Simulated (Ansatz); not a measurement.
# C, C2 sheet, C4 slab and more: relaxing cell and atoms, single point and relaxing the atoms, part 2 of 2

Aim: for C, C2 sheet, C4 slab and more, 6 runs in a chain (relaxing cell and atoms, single point and relaxing the atoms).

Ansatz 0.2.0; DFT custom functional+rVV10, scalar-relativistic, plane waves, PAW.

**5. Relaxing the atoms**

Contents of input.yaml:

```yaml
crystal:
  lattice:
    - [2.46, 0.0, 0.0]
    - [-1.23, 2.1304224933, 0.0]
    - [0.0, 0.0, 24.7]
  atoms:
    - { symbol: C, position: [0.0, 0.0, 0.6356275304] }
    - { symbol: C, position: [0.3333333333, 0.6666666667, 0.6356275304] }
    - { symbol: C, position: [0.0, 0.0, 0.5] }
    - { symbol: C, position: [0.6666666667, 0.3333333333, 0.5] }
    - { symbol: C, position: [0.0, 0.0, 0.3643724696] }
    - { symbol: C, position: [0.3333333333, 0.6666666667, 0.3643724696] }
scf:
  occupations: { method: gaussian, width: 0.05 }
output:
  forces: true
hamiltonian:
  xc: { exchange: rpw86, correlation: pbe }
  dispersion: rvv10
kpoints:
  mp_grid: { grid: [12, 12, 1] }
relax:
  f_tol: 0.003
  max_steps: 40
```

Command:

```sh
ansatz run input.yaml --threads 8 --pin off --max-ram 15360MiB --backend cpu --events-out ev --progress --plain --runs-dir out
```

The program printed, shortened:

```text
[...]
relax step   6: F+E_penalty+E_count = -1524.25105600 eV  Δ(F+E_penalty+E_count) = -3.092e-10 eV  max|allowed force component| = 9.328e-4 eV/Å  Δτ_max = 0.0000 Å  (2 SCF iters, accepted)
SCF converged after 2 iterations
Free energy (F): -1524.251056 eV
[...]
E sigma→0 (E₀):  -1524.250284 eV
Entropy (-TS):   -0.001543 eV (-0.257 meV/atom)
Fermi energy:    0.324485 eV
[...]
--- Forces (eV/Å), atoms counted from 1 ---
  atom   1  C     -0.00000000     0.00000000     0.00076514
  atom   2  C     -0.00000000    -0.00000000    -0.00093282
  atom   3  C      0.00000000    -0.00000000     0.00000000
  atom   4  C      0.00000000     0.00000000     0.00000000
  atom   5  C     -0.00000000     0.00000000    -0.00076514
  atom   6  C     -0.00000000    -0.00000000     0.00093282
[...]
--- Relaxed structure (6 steps of the walk, 4 accepted, 0 SCFs on fresh bases) ---
  F+E_penalty+E_count = -1524.25105600 eV   max|allowed force component| = 9.328e-4 eV/Å
  atoms:
    - { symbol: C, position: [-1.233581138454445e-17, -1.850371707924006e-17, 0.6373849333876034] }
    - { symbol: C, position: [0.33333333333333326, 0.6666666666666665, 0.6374111875315446] }
    - { symbol: C, position: [-1.2335811384544452e-17, -1.850371707924006e-17, 0.4999999999999999] }
    - { symbol: C, position: [0.6666666666666667, 0.33333333333333326, 0.4999999999999999] }
    - { symbol: C, position: [-1.233581138454445e-17, -1.850371707924006e-17, 0.36261506661239645] }
    - { symbol: C, position: [0.33333333333333326, 0.6666666666666665, 0.3625888124684552] }
```

Wall time 5.7 s (8 threads of Intel Xeon Platinum 8259CL at 2.50GHz (Skylake/Cascade Lake), shared host); peak memory 0.54 GiB.

Over 6 steps the energy fell by 0.001 eV, and no atom moved more than 0.04 Å.

**6. Relaxing the atoms**

Contents of input.yaml:

```yaml
crystal:
  lattice:
    - [2.46, 0.0, 0.0]
    - [-1.23, 2.1304224933, 0.0]
    - [0.0, 0.0, 28.05]
  atoms:
    - { symbol: C, position: [0.0, 0.0, 0.679144385] }
    - { symbol: C, position: [0.3333333333, 0.6666666667, 0.679144385] }
    - { symbol: C, position: [0.0, 0.0, 0.559714795] }
    - { symbol: C, position: [0.6666666667, 0.3333333333, 0.559714795] }
    - { symbol: C, position: [0.0, 0.0, 0.440285205] }
    - { symbol: C, position: [0.3333333333, 0.6666666667, 0.440285205] }
    - { symbol: C, position: [0.0, 0.0, 0.320855615] }
    - { symbol: C, position: [0.6666666667, 0.3333333333, 0.320855615] }
scf:
  occupations: { method: gaussian, width: 0.05 }
output:
  forces: true
hamiltonian:
  xc: { exchange: rpw86, correlation: pbe }
  dispersion: rvv10
kpoints:
  mp_grid: { grid: [12, 12, 1] }
relax:
  f_tol: 0.003
  max_steps: 40
```

Command:

```sh
ansatz run input.yaml --threads 8 --pin off --max-ram 15360MiB --backend cpu --events-out ev --progress --plain --runs-dir out
```

The program printed, shortened:

```text
Warning: RAYON_NUM_THREADS=8 ignored (pool sized by the plan → 8); use --threads N
[...]
[... 3 set-up lines as earlier in the session ...]
[...]
Crystal: 8 atoms, lattice volume = 147.006 Å³
Basis set: ecut = 420 eV, 2763 PW (Γ), exchange–correlation on 40×40×432 points (8 copies of the dense FFT grid, shifted against one another)
Bands: 24, of which v1, the nominal top of the filled ones, is band 16 counted from 1 (15 counted from 0)
[... 1 set-up line as earlier in the session ...]
Space group: P-3m1 (ITA 164), of the structure as read, at distance tolerance 5.3e-5 Å
k-points: 19 of 144
[...]
rVV10 density: all electrons in the spheres
[...]
SCF iter   1: F=—  HF=-2032.395532 eV  |F-HF|=—  |Δ(HF+E_count)|=         —  Δρ=6.02e-3  dr2=4.36e-2  ethr=1.77e-3  ⟨swp⟩=9.4  Hψ=2784  notcnv=0
[...]
  atom   6  C      0.00000000     0.00000000    -0.00014399
  atom   7  C      0.00000000     0.00000000    -0.00052644
  atom   8  C      0.00000000    -0.00000000     0.00014288
[...]
--- Relaxed structure (6 steps of the walk, 5 accepted, 0 SCFs on fresh bases) ---
  F+E_penalty+E_count = -2032.38714267 eV   max|allowed force component| = 5.264e-4 eV/Å
  atoms:
    - { symbol: C, position: [1.402670829011929e-18, -4.218728023221721e-34, 0.6808064156785244] }
    - { symbol: C, position: [0.3333333333333333, 0.6666666666666667, 0.6808333433644019] }
    - { symbol: C, position: [4.458459441914838e-19, 5.424078886999356e-34, 0.560243079770607] }
    - { symbol: C, position: [0.6666666666666667, 0.3333333333333333, 0.5602330055435937] }
    - { symbol: C, position: [-4.458459441914844e-19, -9.04013147833226e-34, 0.4397569202293928] }
    - { symbol: C, position: [0.3333333333333333, 0.6666666666666667, 0.4397669944564062] }
    - { symbol: C, position: [-1.402670829011929e-18, -4.218728023221721e-34, 0.3191935843214754] }
    - { symbol: C, position: [0.6666666666666667, 0.3333333333333333, 0.3191666566355979] }
```

Wall time 5.7 s (8 threads of Intel Xeon Platinum 8259CL at 2.50GHz (Skylake/Cascade Lake), shared host); peak memory 0.71 GiB.

Step by step:

```csv
step,E - E(step 1) (eV/cell),largest force component (eV/Å)
1,0.0000,0.0201
2,0.0003,0.0200
3,-0.0005,0.0079
4,-0.0007,0.0119
5,-0.0007,0.0006
6,-0.0007,0.0005
```

Step 1 is the start. Step 2 was tried and not accepted.

**7. Relaxing the atoms**

Contents of input.yaml:

```yaml
crystal:
  lattice:
    - [2.46, 0.0, 0.0]
    - [-1.23, 2.1304224933, 0.0]
    - [0.0, 0.0, 34.75]
  atoms:
    - { symbol: C, position: [0.0, 0.0, 0.7410071942] }
    - { symbol: C, position: [0.3333333333, 0.6666666667, 0.7410071942] }
    - { symbol: C, position: [0.0, 0.0, 0.6446043165] }
    - { symbol: C, position: [0.6666666667, 0.3333333333, 0.6446043165] }
    - { symbol: C, position: [0.0, 0.0, 0.5482014388] }
    - { symbol: C, position: [0.3333333333, 0.6666666667, 0.5482014388] }
    - { symbol: C, position: [0.0, 0.0, 0.4517985612] }
    - { symbol: C, position: [0.6666666667, 0.3333333333, 0.4517985612] }
    - { symbol: C, position: [0.0, 0.0, 0.3553956835] }
    - { symbol: C, position: [0.3333333333, 0.6666666667, 0.3553956835] }
    - { symbol: C, position: [0.0, 0.0, 0.2589928058] }
    - { symbol: C, position: [0.6666666667, 0.3333333333, 0.2589928058] }
scf:
  occupations: { method: gaussian, width: 0.05 }
output:
  forces: true
hamiltonian:
  xc: { exchange: rpw86, correlation: pbe }
  dispersion: rvv10
kpoints:
  mp_grid: { grid: [12, 12, 1] }
relax:
  f_tol: 0.003
  max_steps: 40
```

Command:

```sh
ansatz run input.yaml --threads 8 --pin off --max-ram 15360MiB --backend cpu --events-out ev --progress --plain --runs-dir out
```

The program printed, shortened:

```text
Warning: RAYON_NUM_THREADS=8 ignored (pool sized by the plan → 8); use --threads N
[...]
[... 3 set-up lines as earlier in the session ...]
[...]
Crystal: 12 atoms, lattice volume = 182.119 Å³
Basis set: ecut = 420 eV, 3435 PW (Γ), exchange–correlation on 40×40×540 points (8 copies of the dense FFT grid, shifted against one another)
Bands: 36, of which v1, the nominal top of the filled ones, is band 24 counted from 1 (23 counted from 0)
[... 1 set-up line as earlier in the session ...]
Space group: P-3m1 (ITA 164), of the structure as read, at distance tolerance 5.7e-5 Å
k-points: 19 of 144
[...]
rVV10 density: all electrons in the spheres
[...]
SCF iter   1: F=—  HF=-3048.673038 eV  |F-HF|=—  |Δ(HF+E_count)|=         —  Δρ=6.55e-3  dr2=6.34e-2  ethr=1.77e-3  ⟨swp⟩=15.7  Hψ=5072  notcnv=0  defer=9
[...]
    - { symbol: C, position: [0.3333333333333332, 0.6666666666666665, 0.7428893104417851] }
    - { symbol: C, position: [6.388821859096644e-33, 3.1740906079477694e-33, 0.645516548370964] }
    - { symbol: C, position: [0.6666666666666667, 0.3333333333333332, 0.6455094218757236] }
    - { symbol: C, position: [-3.2147312511488744e-33, 3.17409060794777e-33, 0.5483668658359268] }
    - { symbol: C, position: [0.3333333333333332, 0.6666666666666665, 0.5483735666531808] }
    - { symbol: C, position: [-5.016422357281946e-33, -5.0222952657401436e-33, 0.4516331341640731] }
    - { symbol: C, position: [0.6666666666666667, 0.3333333333333332, 0.451626433346819] }
    - { symbol: C, position: [-6.320983898530198e-33, -1.5147242521472272e-32, 0.35448345162903583] }
    - { symbol: C, position: [0.3333333333333332, 0.6666666666666665, 0.3544905781242762] }
    - { symbol: C, position: [7.174308095165294e-33, -6.830321561406603e-34, 0.2571324149460697] }
    - { symbol: C, position: [0.6666666666666667, 0.3333333333333332, 0.25711068955821476] }
```

Run time: 9.8 s. Hardware: 8 threads of Intel Xeon Platinum 8259CL at 2.50GHz (Skylake/Cascade Lake), shared host; peak memory 0.88 GiB.

Step by step:

| step | E - E(step 1) (eV/cell) | largest force component (eV/Å) |
| --- | --- | --- |
| 1 | 0.0000 | 0.0198 |
| 2 | 0.0015 | 0.0162 |
| 3 | -0.0006 | 0.0052 |
| 4 | 0.0016 | 0.0269 |
| 5 | -0.0008 | 0.0011 |
| 6 | -0.0008 | 0.0006 |

Step 1 is the start. Steps 2, 4 were tried and not accepted.

**8. Summary of results**

This closing draws on all 2 parts.

| step | system | k mesh | energy (eV) | gap on the mesh (eV) | time |
| --- | --- | --- | --- | --- | --- |
| 2 | C | 12×12×4 | -1016.277 | 0.00 | 3.7 s |
| 3 | C2 sheet | 12×12×1 | -507.999 | n/a | 0.84 s |
| 4 | C4 slab | 12×12×1 | -1016.120 | n/a | 4 s |
| 5 | C6 slab | 12×12×1 | -1524.250 | n/a | 5.7 s |
| 6 | C8 slab | 12×12×1 | -2032.386 | n/a | 5.7 s |
| 7 | C12 slab | 12×12×1 | -3048.658 | n/a | 9.8 s |

Totals of different systems or levels have different zeros; only balanced differences at one level mean anything.

| quantity | value |
| --- | --- |
| relaxed cell, step 2 | a = 2.470 Å, b = 2.470 Å, c = 6.734 Å, α = 90.00°, β = 90.00°, γ = 120.00° |

**Reading.** A measured lattice constant a of C is 2.464 Å (quoted in “The phonon dispersion of graphite by inelastic x-ray scattering”, 2007, arxiv:0705.2418); the calculated 2.470 Å misses it by +0.3 %. 2 values of this kind are on record in papers (2.463 to 2.464 Å); this one was drawn at random among those near their median. Against the measured lattice constant c of C, 6.711 Å (quoted in “The phonon dispersion of graphite by inelastic x-ray scattering”, 2007, arxiv:0705.2418), the calculated 6.734 Å is off by +0.3 %. 2 values of this kind are on record in papers (6.711 to 6.712 Å); this one was drawn at random among those near their median. That is the cell relaxed with custom functional+rVV10, without thermal expansion or zero-point motion.
